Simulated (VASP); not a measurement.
# PbS (Galena) (Fm-3m) in VASP: a series of runs

One crystal, PbS (Galena), is run at these levels: r2SCAN, TPSS, r2SCAN+D3(BJ); tasks: relaxation of cell and atoms.

Everything below comes from runs of VASP 6.6.1. Logs are shortened: lines on timing, memory, paths and dates and some standing lists are left out, and cuts for length are marked.

## (1) The structure

It takes space group Fm-3m (No. 225, cubic). The conventional cell has a = 5.931 Å, b = 5.931 Å, c = 5.931 Å, α = 90.00°, β = 90.00°, γ = 90.00°. Around Pb (site symmetry m-3m) lie 6 S at 2.97 Å. S (site symmetry m-3m) is surrounded by 6 Pb at 2.97 Å.

## (2) Relaxation of cell and atoms, r2SCAN

File INCAR:

```
SYSTEM = PbS
ALGO = Normal
EDIFF = 1E-7
EDIFFG = -0.005
ENCUT = 600
IBRION = 2
ISIF = 3
ISMEAR = 0
LASPH = .True.
LCHARG = .False.
LMIXTAU = .True.
LREAL = .False.
LWAVE = .False.
METAGGA = R2SCAN
NELM = 100
NSW = 60
PREC = Accurate
SIGMA = 0.05
```

File KPOINTS:

```
k-points
0
Gamma
  8 8 8
  0 0 0
```

File POSCAR:

```
PbS
1.0
    0.0000000000      2.9657500000      2.9657500000
    2.9657500000      0.0000000000      2.9657500000
    2.9657500000      2.9657500000      0.0000000000
Pb S
1 1
Direct
    0.0000000000      0.0000000000      0.0000000000
    0.5000000000      0.5000000000      0.5000000000
```

Potentials or basis: VASP PAW PBE potentials, release 64 (Pb_d, S).

Launch:

```sh
$ cat potpaw_PBE.64/Pb_d/POTCAR potpaw_PBE.64/S/POTCAR > POTCAR
$ mpirun -np 1 vasp_std > vasp.out
```

OUTCAR:

```text
SYSTEM = PbS
   EDIFF = 1E-7
   EDIFFG = -0.005
   ENCUT = 600
   IBRION = 2
   ISIF = 3
   ISMEAR = 0
   LASPH = .True.
   LREAL = .False.
   METAGGA = R2SCAN
   NELM = 100
   NSW = 60
   PREC = Accurate

 ion  position               nearest neighbor table
   1  0.000  0.000  0.000-   2 2.97   2 2.97   2 2.97   2 2.97   2 2.97   2 2.97
   2  0.500  0.500  0.500-   1 2.97   1 2.97   1 2.97   1 2.97   1 2.97   1 2.97

  LATTYP: Found a face centered cubic cell.
 ALAT       =     5.9315000000

  Lattice vectors:

 A1 = (   0.0000000000,   2.9657500000,   2.9657500000)
 A2 = (   2.9657500000,   0.0000000000,   2.9657500000)
 A3 = (   2.9657500000,   2.9657500000,   0.0000000000)

Analysis of symmetry for initial positions (statically):
=====================================================================
 Subroutine PRICEL returns:
 Original cell was already a primitive cell.

 Routine SETGRP: Setting up the symmetry group for a
 face centered cubic supercell.

 Subroutine GETGRP returns: Found 48 space group operations
 (whereof 48 operations were pure point group operations)
 out of a pool of 48 trial point group operations.

The static configuration has the point symmetry O_h .

Analysis of symmetry for dynamics (positions and initial velocities):
=====================================================================
 Subroutine PRICEL returns:
 Original cell was already a primitive cell.

 Routine SETGRP: Setting up the symmetry group for a
 face centered cubic supercell.

 Subroutine GETGRP returns: Found 48 space group operations
 (whereof 48 operations were pure point group operations)
 out of a pool of 48 trial point group operations.

The dynamic configuration has the point symmetry O_h .

 Subroutine INISYM returns: Found 48 space group operations
 (whereof 48 operations are pure point group operations),
 and found     1 'primitive' translations

----------------------------------------------------------------------------------------

                                     Primitive cell

  volume of cell :      52.1715

  direct lattice vectors                    reciprocal lattice vectors
     0.000000000  2.965750000  2.965750000    -0.168591419  0.168591419  0.168591419
     2.965750000  0.000000000  2.965750000     0.168591419 -0.168591419  0.168591419
     2.965750000  2.965750000  0.000000000     0.168591419  0.168591419 -0.168591419
[... 101 lines left out ...]
   IALGO  =     38    algorithm
   IMIX   =      4    mixing-type and parameters
     AMIX     =   0.40;   BMIX     =  1.00
     AMIX_MAG =   1.60;   BMIX_MAG =  1.00
  volume/ion in A,a.u.               =      26.09       176.04
  Fermi-wavevector in a.u.,A,eV,Ry     =   1.189251  2.247359 19.242973  1.414319
  Thomas-Fermi vector in A             =   2.325363
   LORBIT       =      0    0 simple, 1 ext, 2 COOP (PROOUT), +10 PAW based schemes
   METAGGA = R2SCAN    functional components
   LHFCALC =     F    Hartree Fock is set to
   AEXX    =    0.0000 exact exchange contribution
   IVDW    =     0    specifies the selected vdW correction
   LEPSILON=     F    determine dielectric tensor
   LRPA    =     F    only Hartree local field effects (RPA)
 conjugate gradient relaxation of ions
 non-spin polarized calculation
 Gauss-broadening in eV      SIGMA  =   0.05
  energy-cutoff  :      600.00
  volume of cell :       52.17
 maximum number of plane-waves:      1807
 NGX is ok and might be reduce to    36
   NGX = 17   NGY = 17   NGZ = 17

--------------------------------------- Ionic step        1  -------------------------------------------

 number of electron      20.0000002 magnetization

 Free energy of the ion-electron system (eV)
  ---------------------------------------------------
  ext. energy  EPLUGINS =         0.00000000
  ---------------------------------------------------
  free energy    TOTEN  =       -65.60771126 eV

  energy without entropy =      -65.60771126  energy(sigma->0) =      -65.60771126

------------------------ aborting loop because EDIFF is reached ----------------------------------------

  FORCE on cell =-STRESS in cart. coord.  units (eV):
  Direction    XX          YY          ZZ          XY          YZ          ZX
  --------------------------------------------------------------------------------------
  -------------------------------------------------------------------------------------
  Total        0.4380074      0.4380074      0.4380074      0.0000000      0.0000000      0.0000000
  in kB       13.4511205     13.4511205     13.4511205      0.0000000      0.0000000      0.0000000
  external PRESSURE =      13.4511205 kB  Pullay stress =       0.0000000 kB
[... 59 lines left out ...]
--------------------------------------- Ionic step        3  -------------------------------------------

 number of electron      20.0000000 magnetization

 Free energy of the ion-electron system (eV)
  ---------------------------------------------------
  ext. energy  EPLUGINS =         0.00000000
  ---------------------------------------------------
  free energy    TOTEN  =       -65.61246876 eV

  energy without entropy =      -65.61246876  energy(sigma->0) =      -65.61246876

 E-fermi :   5.6121     XC(G=0): -10.1443

 val. band max:        5.3916011498   @ k =   0.5000   0.0000   0.0000
 cond. band min:       6.0950993663   @ k =   0.5000   0.0000   0.0000
 fundamental gap:      0.7034982165
 Fermi energy:         5.6120870207

 k-point     1 :       0.0000    0.0000    0.0000
  band No.  band energies     occupation
      1     -12.0051      2.00000
      2     -12.0051      2.00000
      3     -12.0051      2.00000
      4     -11.9885      2.00000
      5     -11.9885      2.00000
      6      -8.5996      2.00000
      7      -0.7350      2.00000
      8       3.1943      2.00000
      9       3.1943      2.00000
     10       3.1943      2.00000
     11      10.9028      0.00000
     12      10.9028      0.00000
     13      10.9028      0.00000
     14      12.6048      0.00000
[... 377 lines left out ...]
      1     -12.0578      2.00000
      2     -12.0062      2.00000
      3     -11.9901      2.00000
      4     -11.9784      2.00000
      5     -11.9591      2.00000
      6      -7.1804      2.00000
      7      -3.1975      2.00000
      8       1.9698      2.00000
      9       2.3894      2.00000
     10       4.3926      2.00000
     11       7.2646      0.00000
     12       9.0911      0.00000
     13       9.7207      0.00000
     14      13.8413      0.00000

 [... further k-points ...]
[... 5 lines left out ...]
  --------------------------------------------------------------------------------------
  -------------------------------------------------------------------------------------
  Total        0.0009719      0.0009719      0.0009719      0.0000000      0.0000000      0.0000000
  in kB        0.0291988      0.0291988      0.0291988      0.0000000      0.0000000      0.0000000
  external PRESSURE =       0.0291988 kB  Pullay stress =       0.0000000 kB
[... 17 lines left out ...]
  FREE ENERGIE OF THE ION-ELECTRON SYSTEM (eV)
  ---------------------------------------------------
  free  energy   TOTEN  =       -65.6124687642 eV

  energy  without entropy=      -65.6124687642  energy(sigma->0) =      -65.61246876

 reached required accuracy - stopping structural energy minimisation
```

OSZICAR:

```text
N       E                     dE             d eps       ncg     rms          rms(c)
DAV:   1     0.107506022495E+03    0.10751E+03   -0.10998E+04   818   0.172E+03
DAV:   2    -0.563163181474E+02   -0.16382E+03   -0.15982E+03   866   0.386E+02
DAV:   3    -0.703178333080E+02   -0.14002E+02   -0.13742E+02  1076   0.112E+02
DAV:   4    -0.706795497906E+02   -0.36172E+00   -0.36146E+00   928   0.207E+01
[... 41 lines left out ...]
DAV:   9    -0.656124690505E+02   -0.66389E-05   -0.67588E-06   818   0.310E-02    0.644E-04
DAV:  10    -0.656124686197E+02    0.43080E-06   -0.18833E-07   808   0.435E-03    0.733E-04
DAV:  11    -0.656124688040E+02   -0.18437E-06   -0.86864E-09   442   0.111E-03    0.358E-04
DAV:  12    -0.656124686700E+02    0.13400E-06   -0.86483E-08   592   0.344E-03    0.404E-04
DAV:  13    -0.656124687642E+02   -0.94104E-07   -0.57933E-09   442   0.128E-03
   3 F= -.65612469E+02 E0= -.65612469E+02  d E =-.475751E-02
```

CONTCAR:

```text
PbS
   1.00000000000000
     0.0000000000000000    2.9875280607023860    2.9875280607023860
     2.9875280607023860    0.0000000000000000    2.9875280607023860
     2.9875280607023860    2.9875280607023860    0.0000000000000000
  Pb              S
     1     1
Direct
     0.0000000000000000    0.0000000000000000    0.0000000000000000
     0.5000000000000000    0.5000000000000000    0.5000000000000000

  0.00000000E+00  0.00000000E+00  0.00000000E+00
  0.00000000E+00  0.00000000E+00  0.00000000E+00
```

It took 4.7 min on 1 thread of Intel Xeon Platinum 8259CL at 2.50GHz (Skylake/Cascade Lake), shared host; peak memory 0.23 GiB.

What came out:

| Property | Result |
| --- | --- |
| Free energy | -65.6125 eV |
| Relaxed volume | 26.66 Å³/atom |
| Relaxed cell | a = 4.225 Å, b = 4.225 Å, c = 4.225 Å, α = 60.00°, β = 60.00°, γ = 60.00° |
| Space group after relaxing (to 0.05 Å) | Fm-3m (No. 225) |
| Energy gained by relaxing | 2.4 meV/atom |
| Ionic steps | 3 |
| Pressure after relaxing | 0.0 GPa |
| Band gap on the k mesh | 0.70 eV, direct |

The path:
```
step  energy change (eV)  largest force (eV/Å)  pressure (GPa)  volume (Å³)
   1              0.0000                0.0000            1.35        52.17
   2             -0.0039                0.0000           -0.54        53.84
   3             -0.0048                0.0000            0.00        53.33
```

Final structure:
```cif
data_structure
_symmetry_space_group_name_H-M 'P 1'
_symmetry_Int_Tables_number 1
_cell_length_a 4.2250
_cell_length_b 4.2250
_cell_length_c 4.2250
_cell_angle_alpha 60.000
_cell_angle_beta 60.000
_cell_angle_gamma 60.000
_cell_volume 53.33
loop_
_atom_site_label
_atom_site_type_symbol
_atom_site_fract_x
_atom_site_fract_y
_atom_site_fract_z
_atom_site_occupancy
Pb1 Pb 0.00000 0.00000 0.00000 1
S1 S 0.50000 0.50000 0.50000 1
```

Caveat: the PAW data sets were made with another functional, which shifts forces and pressure a little; spin-orbit coupling is left out, which as a rule narrows the gap of such compounds by several tenths of an eV. A k mesh can miss the band edges.

## (3) Relaxation of cell and atoms, TPSS

File INCAR:

```
PREC = Accurate
ENCUT = 600
EDIFF = 1E-6
ISMEAR = 0
SIGMA = 0.05
LREAL = F
LASPH = T
NELM = 100
ALGO = Normal
ISIF = 3
LWAVE = F
LCHARG = F
METAGGA = TPSS
LMIXTAU = T
IBRION = 2
NSW = 60
EDIFFG = -0.005
```

File KPOINTS:

```
regular mesh
0
Gamma
  8 8 8
```

POSCAR is that of step 2.

Potentials or basis: VASP PAW PBE potentials, release 64 (Pb_d, S).

Launch:

```sh
$ cat potpaw_PBE.64/Pb_d/POTCAR potpaw_PBE.64/S/POTCAR > POTCAR
$ mpirun -np 1 vasp_std > vasp.out
```

Wall time 9.1 min (1 thread of Intel Xeon Platinum 8259CL at 2.50GHz (Skylake/Cascade Lake), shared host); peak memory 0.24 GiB.

The run converged. Its results:

* Free energy: -13.3514 eV
* Relaxed volume: 26.87 Å³/atom
* Relaxed cell: a = 4.236 Å, b = 4.236 Å, c = 4.236 Å, α = 60.00°, β = 60.00°, γ = 60.00°
* Space group after relaxing (to 0.05 Å): Fm-3m (No. 225)
* Energy gained by relaxing: 4.3 meV/atom
* Ionic steps: 3
* Pressure after relaxing: 0.0 GPa
* Band gap on the k mesh: 0.48 eV, direct

The path:
```csv
step,energy change (eV),largest force (eV/Å),pressure (GPa),volume (Å³)
1,0.0000,0.0000,1.84,52.17
2,-0.0071,0.0000,-0.70,54.46
3,-0.0086,0.0000,0.01,53.74
```

Final structure:
```yaml
crystal:
  lattice:
    - [0.00000, 2.99526, 2.99526]
    - [2.99526, 0.00000, 2.99526]
    - [2.99526, 2.99526, 0.00000]
  atoms:
    - { symbol: Pb, position: [0.00000, 0.00000, 0.00000] }
    - { symbol: S, position: [0.50000, 0.50000, 0.50000] }
```

Levels at points of the mesh, in eV from the valence-band top:
| k point | band 6 | band 7 | band 8 | band 9 | band 10 | band 11 | band 12 | band 13 | band 14 |
| --- | --- | --- | --- | --- | --- | --- | --- | --- | --- |
| (0.00, 0.00, 0.00) | -13.56 | -6.05 | -2.03 | -2.03 | -2.03 | 5.30 | 5.30 | 5.30 | 6.90 |
| (0.50, 0.00, 0.00) | -12.42 | -8.66 | -1.68 | -1.68 | 0.00 | 0.48 | 2.18 | 2.18 | 8.57 |
| (0.50, 0.50, 0.00) | -12.02 | -7.08 | -5.01 | -3.27 | -3.27 | 3.93 | 5.58 | 5.74 | 5.74 |

Caveat: the PAW data sets were made with another functional, which shifts forces and pressure a little; spin-orbit coupling is left out, which as a rule narrows the gap of such compounds by several tenths of an eV. Zero-point motion and thermal expansion aren't in these numbers.

## (4) Relaxation of cell and atoms, r2SCAN+D3(BJ)

File INCAR:

```
  PREC = Accurate
  ENCUT = 600
  EDIFF = 1E-6
  ISMEAR = 0
  SIGMA = 0.05
  LREAL = False
  LASPH = True
  NELM = 80
  ALGO = Normal
  ISIF = 3
  LWAVE = False
  LCHARG = False
  METAGGA = R2SCAN
  LMIXTAU = True
  IVDW = 12
  VDW_S6 = 1.0
  VDW_S8 = 0.78981345
  VDW_A1 = 0.49484001
  VDW_A2 = 5.73083694
  IBRION = 2
  NSW = 60
  EDIFFG = -0.02
```

KPOINTS is that of step 3.

POSCAR is that of step 3.

Launch:

```sh
$ cat potpaw_PBE.64/Pb_d/POTCAR potpaw_PBE.64/S/POTCAR > POTCAR
$ mpirun -np 1 vasp_std > vasp.out
```

Wall time 2.5 min (1 thread of Intel Xeon Platinum 8259CL at 2.50GHz (Skylake/Cascade Lake), shared host); peak memory 0.24 GiB.

Results (log left out):

```
Free energy                            : -65.9363 eV
Relaxed volume                         : 26.25 Å³/atom
Relaxed cell                           : a = 4.203 Å, b = 4.203 Å, c = 4.203 Å, α = 60.00°, β = 60.00°, γ = 60.00°
Space group after relaxing (to 0.05 Å) : Fm-3m (No. 225)
Energy gained by relaxing              : 0.1 meV/atom
Ionic steps                            : 2
Pressure after relaxing                : -0.1 GPa
Band gap on the k mesh                 : 0.65 eV, direct
Dispersion energy per atom             : -0.163 eV
```

Step by step:
| step | energy change (eV) | largest force (eV/Å) | pressure (GPa) | volume (Å³) |
| --- | --- | --- | --- | --- |
| 1 | 0.0000 | 0.0000 | 0.27 | 52.17 |
| 2 | -0.0002 | 0.0000 | -0.06 | 52.50 |

Final structure:
```
Pb S
1.0
     0.00000    2.97203    2.97203
     2.97203    0.00000    2.97203
     2.97203    2.97203    0.00000
Pb S
1 1
Cartesian
  2.9720 2.9720 5.9441
  2.9720 2.9720 2.9720
```

Levels at points of the mesh, in eV from the valence-band top:
```csv
k point,band 8,band 9,band 10,band 11,band 12,band 13
"(0.00, 0.00, 0.00)",-2.30,-2.30,-2.30,5.54,5.54,5.54
"(0.50, 0.00, 0.00)",-1.90,-1.90,0.00,0.65,2.20,2.20
"(0.50, 0.50, 0.00)",-5.33,-3.57,-3.57,4.18,5.99,6.07
```

Caveat: the PAW data sets were made with another functional, which shifts forces and pressure a little; spin-orbit coupling is left out, which as a rule narrows the gap of such compounds by several tenths of an eV. A k mesh can miss the band edges.

## (5) Summary

```csv
level,gap on the mesh (eV),pressure (GPa),relaxed volume (Å³/atom)
r2SCAN,0.70,0.0,26.66
TPSS,0.48,0.0,26.87
r2SCAN+D3(BJ),0.65,-0.1,26.25
```

Alike in all rows: task relaxation of cell and atoms; potentials or basis VASP PAW PBE potentials, release 64 (Pb_d, S); no spin polarisation; cell relaxed; k mesh 8 × 8 × 8; cutoff (eV) 600; smearing gaussian 0.05 eV.

Caveats: the PAW data sets were made with another functional, which shifts forces and pressure a little; spin-orbit coupling is left out, which as a rule narrows the gap of such compounds by several tenths of an eV.

Absolute energies hang on the potentials; compare differences alone.
